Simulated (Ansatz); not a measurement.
# CdSe: the cost of one run

Computed with Ansatz 0.2.0 (reference: DFT, r2SCAN, plane waves, PAW, unless a step's input says otherwise).

2 further runs of the same task are left out: 2 that didn't finish.

### 1 The system as given

Symmetry: F-43m, No. 216, cubic system. The conventional cell has a = 6.136 Å, b = 6.136 Å, c = 6.136 Å, α = 90.00°, β = 90.00°, γ = 90.00°. Cd (site symmetry -43m) is surrounded by 4 Se at 2.66 Å. Around Se (site symmetry -43m) lie 4 Cd at 2.66 Å.

Structure file:

```
Cd Se
1.0
     0.00000    3.06778    3.06778
     3.06778    0.00000    3.06778
     3.06778    3.06778    0.00000
Cd Se
1 1
Direct
  0.00000 0.00000 0.00000
  0.25000 0.25000 0.25000
```

### 2 Reference

input.yaml

```yaml
crystal:
  lattice:
    - [0.0, 3.0677809647, 3.0677809647]
    - [3.0677809647, 0.0, 3.0677809647]
    - [3.0677809647, 3.0677809647, 0.0]
  atoms:
    - { symbol: Cd, position: [0.0, 0.0, 0.0] }
    - { symbol: Se, position: [0.25, 0.25, 0.25] }
kpoints:
  mp_grid: { grid: [6, 6, 6] }
hamiltonian:
  xc: r2scan
scf:
  occupations: { method: fixed }
  n_extra_bands: 4
output:
  forces: true
  stress: true
  eigenvalues: true
```

Command:

```
$ ansatz run input.yaml --threads 4 --pin off --max-ram 3686MiB --backend cpu --events-out ev --progress --plain --runs-dir out
```

**Question.** How long does this run take on 4 threads of Arm Neoverse N1, shared host, and how much memory does it need?

About 2.5 s, with a peak of 0.47 GiB.
